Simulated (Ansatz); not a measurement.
All numbers below come from Ansatz, DFT PBE, scalar-relativistic, plane waves, PAW. Settings: cutoff 420 eV, Γ-centred meshes spaced at most about 0.3 Å⁻¹, and about 0.25 Å⁻¹ or finer for metals (2π included), Gaussian smearing. No spin polarisation.

The zero of energy is the elements' standard structures at the same level; no fitted shifts are applied.

These are static total energies at zero pressure. Only the structures computed here compete, so a lower one can exist. No dispersion correction is applied, so the spacing and binding between layers, chains or molecules are poorly described. Kohn–Sham gaps at this level usually fall short of measured ones. The reference form of S is held partly by dispersion forces, which this level lacks.

A search for Si₄S gave 5 distinct relaxed structures. Coordination counts Si atoms around S (those within 1.25 times the shortest such distance or 1.15 times the sum of covalent radii; the shortest distance is added where it is long for a bond). Cells relaxed within their symmetry can be saddle points.

Problem. Which structure of Si₄S came out lowest?

Solution. The one with space group Pmma (No. 51), reached from: a cell proposed by chemical analogy. It has a = 3.639 Å, b = 3.909 Å, c = 16.161 Å, 23.0 Å³/atom, a gap of 0.26 eV on the mesh. Si on its first site is surrounded by 2 S at 2.23 Å and 2 Si at 2.36 Å; Si on its second site has 4 Si at 2.32–2.36 Å; around Si on its third site lie 4 Si at 2.32–2.37 Å; S is surrounded by 2 Si at 2.23 Å; 1 more site not described. Its energy over the elements is −0.113 eV/atom. Whether it is stable depends on the other phases of the system, which aren't compared here. An observed structure of this formula, if there is one, may be missing.

```xyz
10
Lattice="3.6386 0.0000 0.0000 0.0000 3.9088 0.0000 0.0000 0.0000 16.1610" Properties=species:S:1:pos:R:3 pbc="T T T"
Si    2.7290    0.0000    4.8293
Si    2.7290    1.9544    3.5027
Si    0.9097    0.0000   11.3317
Si    0.9097    1.9544   12.6583
Si    2.7290    1.9544   14.1014
Si    2.7290    0.0000   15.4410
Si    0.9097    0.0000    0.7200
Si    0.9097    1.9544    2.0596
S     0.9097    0.0000    6.1258
S     2.7290    0.0000   10.0352
```

Problem. How much higher is the R-3m structure with 21.5 Å³/atom and coordination S 2 (reached from: a cell proposed by chemical analogy)?

Solution. 159 meV/atom. It has no gap on its mesh. It holds Si–Si nets (shortest 2.37 Å).

Problem. How much higher is the P6/mmm structure with 18.9 Å³/atom and coordination S 12 from 3.0 Å (reached from: random cell)?

Solution. 0.63 eV/atom. It has no gap on its mesh. It holds Si–Si nets (shortest 2.33 Å).

Some structure types and database cells were kept out of the candidates from the start, so a known form may be missing.
